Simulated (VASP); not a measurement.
Output of a VASP run:

File OUTCAR:
```
 ion  position               nearest neighbor table
   1  0.692  0.375  0.500-   4 2.08   4 2.11   3 2.16   4 2.28   2 3.46   2 3.46   2 3.48   2 3.48
                             2 3.58   2 3.58
   2  0.333  0.667  0.000-   3 2.16   3 2.16   3 2.16   4 2.16   1 3.46   1 3.46   1 3.48   1 3.48
                             1 3.58   1 3.58
   3  0.667  0.333  0.879-   2 2.16   2 2.16   2 2.16   1 2.16
   4  0.333  0.667  0.379-   1 2.08   1 2.11   2 2.16   1 2.28
  LATTYP: Found a hexagonal cell.
 ALAT       =     3.5400000611
 C/A-ratio  =     1.6101694637
 Subroutine PRICEL returns:
 Original cell was already a primitive cell.
 Subroutine GETGRP returns: Found  1 space group operations
The static configuration has the point symmetry C_1 .
The dynamic configuration has the point symmetry C_1 .
 Subroutine INISYM returns: Found  1 space group operations
 Subroutine IBZKPT returns following result:
 Found     56 irreducible k-points:

 Following reciprocal coordinates:
            Coordinates               Weight
  0.000000  0.000000  0.000000      1.000000
  0.166667 -0.000000  0.000000      2.000000
 -0.000000  0.166667  0.000000      2.000000
 -0.166667  0.166667  0.000000      2.000000
  0.333333 -0.000000  0.000000      2.000000
 -0.000000  0.333333  0.000000      2.000000
 -0.333333  0.333333  0.000000      2.000000
  0.500000 -0.000000  0.000000      1.000000
 -0.000000  0.500000  0.000000      1.000000
  0.500000  0.500000  0.000000      1.000000
  0.166667  0.166667  0.000000      2.000000
 -0.166667  0.333333  0.000000      2.000000
 -0.333333  0.166667  0.000000      2.000000
  0.333333  0.166667  0.000000      2.000000
 -0.166667  0.500000  0.000000      2.000000
  0.500000  0.333333  0.000000      2.000000
 -0.333333  0.500000  0.000000      2.000000
  0.166667  0.333333  0.000000      2.000000
  0.500000 -0.166667  0.000000      2.000000
  0.333333  0.333333  0.000000      2.000000
  0.000000  0.000000  0.333333      2.000000
  0.166667 -0.000000  0.333333      2.000000
 -0.000000  0.166667  0.333333      2.000000
 -0.166667  0.166667  0.333333      2.000000
 -0.166667  0.000000  0.333333      2.000000
  0.000000 -0.166667  0.333333      2.000000
  0.166667 -0.166667  0.333333      2.000000
  0.333333 -0.000000  0.333333      2.000000
 -0.000000  0.333333  0.333333      2.000000
 -0.333333  0.333333  0.333333      2.000000
 -0.333333  0.000000  0.333333      2.000000
  0.000000 -0.333333  0.333333      2.000000
  0.333333 -0.333333  0.333333      2.000000
  0.500000 -0.000000  0.333333      2.000000
 -0.000000  0.500000  0.333333      2.000000
  0.500000  0.500000  0.333333      2.000000
  0.166667  0.166667  0.333333      2.000000
 -0.166667  0.333333  0.333333      2.000000
 -0.333333  0.166667  0.333333      2.000000
 -0.166667 -0.166667  0.333333      2.000000
   k-points           NKPTS =     56   k-points in BZ     NKDIM =     56   number of bands    NBANDS=     22
   number of dos      NEDOS =    301   number of ions     NIONS =      4
   total plane-waves  NPLWV =  32928
   dimension x,y,z NGX =    28 NGY =   28 NGZ =   42
   dimension x,y,z NGXF=    56 NGYF=   56 NGZF=   84
   ions per type =               2   2
   PREC   = accura    normal or accurate (medium, high low for compatibility)
   ISTART =      0    job   : 0-new  1-cont  2-samecut
   ICHARG =      2    charge: 1-file 2-atom 10-const
   ISPIN  =      1    spin polarized calculation?
   LNONCOLLINEAR =      F non collinear calculations
   LSORBIT =      F    spin-orbit coupling
   INIWAV =      1    electr: 0-lowe 1-rand  2-diag
   ENCUT  =  520.0 eV  38.22 Ry    6.18 a.u.   6.58  6.58 10.60*2*pi/ulx,y,z
   NELM   =    100;   NELMIN=  2; NELMDL= -5     # of ELM steps
   EDIFF  = 0.1E-05   stopping-criterion for ELM
   LREAL  =      F    real-space projection
   NLSPLINE    = F    spline interpolate recip. space projectors
   LMAXMIX     =    4 max onsite mixed and CHGCAR
...
```

### OSZICAR
```
...
DAV:   2    -0.213586530938E+02   -0.12230E-02   -0.12949E-02  3770   0.119E+00    0.513E-02
DAV:   3    -0.213586535347E+02   -0.44083E-06   -0.30836E-04  3664   0.160E-01    0.518E-02
DAV:   4    -0.213586477412E+02    0.57935E-05   -0.25199E-05  3990   0.450E-02    0.252E-02
DAV:   5    -0.213586472395E+02    0.50172E-06   -0.80523E-06  2538   0.288E-02
   9 F= -.21358647E+02 E0= -.21358293E+02  d E =-.109581E-02
       N       E                     dE             d eps       ncg     rms          rms(c)
DAV:   1    -0.213535942097E+02    0.50535E-02   -0.23007E+00  2464   0.109E+01    0.374E-01
DAV:   2    -0.213589455159E+02   -0.53513E-02   -0.57053E-02  4002   0.256E+00    0.132E-01
DAV:   3    -0.213588683404E+02    0.77176E-04   -0.66752E-04  3762   0.332E-01    0.108E-01
DAV:   4    -0.213588308921E+02    0.37448E-04   -0.12651E-04  4020   0.134E-01    0.508E-02
DAV:   5    -0.213588313656E+02   -0.47350E-06   -0.45087E-05  3546   0.658E-02    0.964E-03
DAV:   6    -0.213588321446E+02   -0.77906E-06   -0.31969E-06  2520   0.172E-02
  10 F= -.21358832E+02 E0= -.21358479E+02  d E =-.128071E-02
       N       E                     dE             d eps       ncg     rms          rms(c)
DAV:   1    -0.213582541014E+02    0.57726E-03   -0.32238E-01  2464   0.408E+00    0.124E-01
DAV:   2    -0.213589160570E+02   -0.66196E-03   -0.70263E-03  3728   0.862E-01    0.371E-02
DAV:   3    -0.213589177815E+02   -0.17245E-05   -0.18345E-04  3568   0.122E-01    0.383E-02
DAV:   4    -0.213589150302E+02    0.27513E-05   -0.13930E-05  3988   0.324E-02    0.199E-02
DAV:   5    -0.213589145539E+02    0.47627E-06   -0.42974E-06  2180   0.206E-02
  11 F= -.21358915E+02 E0= -.21358561E+02  d E =-.136312E-02
       N       E                     dE             d eps       ncg     rms          rms(c)
DAV:   1    -0.213582991198E+02    0.61591E-03   -0.42196E-01  2464   0.470E+00    0.160E-01
DAV:   2    -0.213592282796E+02   -0.92916E-03   -0.98696E-03  3360   0.103E+00    0.396E-02
DAV:   3    -0.213592408684E+02   -0.12589E-04   -0.40360E-04  3542   0.178E-01    0.459E-02
DAV:   4    -0.213592374333E+02    0.34352E-05   -0.24460E-05  3958   0.440E-02    0.281E-02
DAV:   5    -0.213592357511E+02    0.16822E-05   -0.80422E-06  2210   0.332E-02    0.321E-03
DAV:   6    -0.213592361075E+02   -0.35640E-06   -0.32256E-06  2504   0.167E-02
  12 F= -.21359236E+02 E0= -.21358881E+02  d E =-.321554E-03
       N       E                     dE             d eps       ncg     rms          rms(c)
DAV:   1    -0.213591711932E+02    0.64558E-04   -0.38622E-02  2464   0.142E+00    0.489E-02
DAV:   2    -0.213592539059E+02   -0.82713E-04   -0.87687E-04  3232   0.303E-01    0.108E-02
DAV:   3    -0.213592556668E+02   -0.17609E-05   -0.40499E-05  3430   0.569E-02    0.131E-02
DAV:   4    -0.213592554405E+02    0.22630E-06   -0.18105E-06  1904   0.134E-02
  13 F= -.21359255E+02 E0= -.21358900E+02  d E =-.340887E-03
       N       E                     dE             d eps       ncg     rms          rms(c)
DAV:   1    -0.213592387126E+02    0.16954E-04   -0.11427E-02  2464   0.758E-01    0.352E-02
DAV:   2    -0.213592704957E+02   -0.31783E-04   -0.33332E-04  3224   0.182E-01    0.647E-03
DAV:   3    -0.213592706006E+02   -0.10486E-06   -0.13062E-05  3656   0.354E-02    0.780E-03
DAV:   4    -0.213592704561E+02    0.14451E-06   -0.69705E-07  1532   0.912E-03
  14 F= -.21359270E+02 E0= -.21358915E+02  d E =-.150156E-04
```

File OUTCAR:
```
------------------------ aborting loop because EDIFF is reached ----------------------------------------
  FORCE on cell =-STRESS in cart. coord.  units (eV):
  Direction    XX          YY          ZZ          XY          YZ          ZX
  --------------------------------------------------------------------------------------
  Total        2.0123317      2.0113474      2.1573199     -0.0029416      0.0006284     -0.0011546
  in kB       52.1192475     52.0937536     55.8744313     -0.0761880      0.0162747     -0.0299052
  external PRESSURE =      53.3624775 kB  Pullay stress =       0.0000000 kB
  volume of cell :       61.86
      direct lattice vectors                 reciprocal lattice vectors
     1.770000000 -3.065730000  0.000000000     0.282485876 -0.163093293  0.000000000
     1.770000000  3.065730000  0.000000000     0.282485876  0.163093293  0.000000000
     0.000000000  0.000000000  5.700000000     0.000000000  0.000000000  0.175438596
 POSITION                                       TOTAL-FORCE (eV/Angst)
 -----------------------------------------------------------------------------------
      1.80042     -1.00922      2.84824        -0.004643     -0.000357     -0.001138
      1.79971      1.03418      5.69803         0.001947      0.001145      0.003080
      1.79985     -1.00956      5.01221        -0.000652     -0.000212     -0.001320
      1.80002      1.03460      2.16213         0.003347     -0.000576     -0.000622
 -----------------------------------------------------------------------------------
    total drift:                               -0.000698     -0.000247      0.000814
  FREE ENERGIE OF THE ION-ELECTRON SYSTEM (eV)
  ---------------------------------------------------
  free  energy   TOTEN  =       -21.3592704561 eV

  energy  without entropy=      -21.3585593881  energy(sigma->0) =      -21.35891492

 reached required accuracy - stopping structural energy minimisation
```
(Selected blocks of OUTCAR.)

POSCAR:
```
InN
1
    1.7700000000    -3.0657300000     0.0000000000
    1.7700000000     3.0657300000     0.0000000000
    0.0000000000     0.0000000000     5.7000000000
In N
2 2
Direct
  0.6924106405   0.3753859697   0.5000000000
  0.3333330000   0.6666670000   0.0000000000
  0.6666670000   0.3333330000   0.8790000000
  0.3333330000   0.6666670000   0.3790000000
```

### Question
Reconstruct the remaining input files.

### Answer
This is not unique; one that fits is the input of the run itself, PBE GGA, plane waves, VASP's PBE PAW potentials (set 64).

### INCAR
```
SYSTEM = InN
PREC = Accurate
ENCUT = 520
EDIFF = 1E-6
NELM = 100
ALGO = Normal
LREAL = .FALSE.
LASPH = .TRUE.
ISMEAR = 0
SIGMA = 0.05
GGA = PE
LMAXMIX = 4
LWAVE = .FALSE.
LCHARG = .FALSE.
ISIF = 2
IBRION = 2
NSW = 40
EDIFFG = -0.01
```

KPOINTS:
```
Automatic mesh
0
Gamma
6 6 3
0 0 0
```

POTCAR, in this order: In_d N (PBE.64 set). Program: vasp_std.

The compound is InN in the wurtzite structure. In the starting cell atoms are displaced from their ideal sites. This run relaxes the ions in a fixed cell. The k-mesh is coarse (spacing up to 0.37 per Å, 2π included), so the numbers may not be converged in it.
